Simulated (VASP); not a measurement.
H, 4 atoms in the cell. Symmetry: C2/m, No. 12, monoclinic system. Conventional cell: a = 5.257 Å, b = 5.315 Å, c = 4.094 Å, α = 90.00°, β = 90.66°, γ = 90.00°. Around H (site symmetry m) lie 1 H at 0.67 Å. H (site symmetry m) has 1 H at 1.45 Å as nearest neighbours.  The cell isn't the ideal one: strained and moved within a subgroup.

```yaml
Program: VASP 6.6.1
Task: single point
Functional: PBE
Potentials_or_basis: VASP PAW PBE potentials, release 64 (H)
Cutoff: 520 eV
k_mesh: 6 × 6 × 6
Occupations: gaussian, width 0.02 eV
Spin: no spin polarisation
Dipole_correction: no
Further_INCAR_settings: ALGO = Normal; EDIFF = 1e-06; NBANDS = 10
```

Potentials or basis: VASP PAW PBE potentials, release 64 (H).

Command:

```console
$ cat potpaw_PBE.64/H/POTCAR > POTCAR
$ mpirun -np 1 vasp_std > vasp.out
```

Hardware: 1 thread of AMD EPYC 7R13 Processor (Zen 3), with other jobs on the host.

**Question.** Estimate the wall time of this run.

**Answer.** Wall time 25 s on 1 thread of AMD EPYC 7R13 Processor (Zen 3) (shared host), peak memory 0.14 GiB. Counts: scf iterations 12, k points 68.
